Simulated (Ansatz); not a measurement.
Runs of Ansatz 0.2.0 on BeTe. Symmetry: F-43m, No. 216, cubic system. The conventional cell has a = 5.540 Å, b = 5.540 Å, c = 5.540 Å, α = 90.00°, β = 90.00°, γ = 90.00°. Te (site symmetry -43m) has 4 Be at 2.40 Å as nearest neighbours. Be (site symmetry -43m) is surrounded by 4 Te at 2.40 Å. 

```csv
task,level,potentials or basis,cell,k mesh,cutoff (eV),smearing,basis error allowed,gap on the mesh (eV),pressure (GPa),relaxed volume (Å³/atom)
phonons,PBEsol,"all-electron LAPW, scalar-relativistic",as given,6 × 6 × 6,247,fermi-dirac 0.05 eV,0.001 eV/atom,1.75,-,-
single point,LDA,"all-electron LAPW, scalar-relativistic",as given,8 × 8 × 8,228,gaussian 0.02 eV,0.001 eV/atom,1.77,0.5,-
Born charges,LDA,all-electron PAW datasets made for the crystal,as given,8 × 8 × 8,200,fixed,-,1.77,-,-
phonons,LDA,"all-electron LAPW, scalar-relativistic",as given,6 × 6 × 6,247,fermi-dirac 0.05 eV,0.001 eV/atom,1.77,-,-
band structure,revPBE,"all-electron LAPW, scalar-relativistic",as given,8 × 8 × 8,227,fermi-dirac 0.05 eV,0.001 eV/atom,(c),5.6,-
relaxation of cell and atoms,LDA,"all-electron LAPW, scalar-relativistic",relaxed,8 × 8 × 8,-,fermi-dirac 0.05 eV,0.001 eV/atom,1.79,0.0,21.43
relaxation of cell and atoms,PBEsol,"all-electron LAPW, scalar-relativistic",relaxed,8 × 8 × 8,-,fermi-dirac 0.05 eV,0.001 eV/atom,1.84,0.0,(b)
band structure,RPBE,"all-electron LAPW, scalar-relativistic",as given,8 × 8 × 8,227,fermi-dirac 0.05 eV,0.001 eV/atom,1.95,(a),-
relaxation of cell and atoms,revPBE,"all-electron LAPW, scalar-relativistic",relaxed,8 × 8 × 8,-,fermi-dirac 0.05 eV,0.001 eV/atom,2.15,0.0,(d)
```

Alike in all rows: no spin polarisation.

Q: Estimate the missing entries.

A: (a) 6.0; (b) 22.02; (c) 1.92; (d) 23.21.

Caveats: spin-orbit coupling is left out, which moves the levels of the heavy elements; the program warned that the printed levels may be off, so bands, gaps and densities of states are rough (some runs).

A k mesh can miss the band edges, and the runs leave out spin-orbit coupling on Te.

The runs don't all hold the same shells in valence.

Runs at the PBE level aren't shown here.
